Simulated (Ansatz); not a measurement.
# Re (simple cubic): energy against volume

All numbers below come from DFT, revPBE, plane waves (420 eV) with PAW, scalar-relativistic in Ansatz 0.2.0. The PAW files were generated under PBE, with cores re-solved for the functional.

The cell is scaled uniformly from the relaxed one, with fractional coordinates and shape fixed. Energies are extrapolated to zero smearing, pressures are those at the given smearing. Magnetic state: spin not included.

A Birch-Murnaghan fit gives V₀ = 17.28 Å³/atom, B₀ = 254 GPa, B₀′ = 4.4.

What are the energy above the minimum and the pressure at 15.257 Å³/atom?

235.1 meV/atom and 41.91 GPa as computed.

What are the energy above the minimum and the pressure at 16.643 Å³/atom?

19.9 meV/atom and 10.63 GPa as computed.

What are the energy above the minimum and the pressure at 18.724 Å³/atom?

82.6 meV/atom and -16.81 GPa as computed.
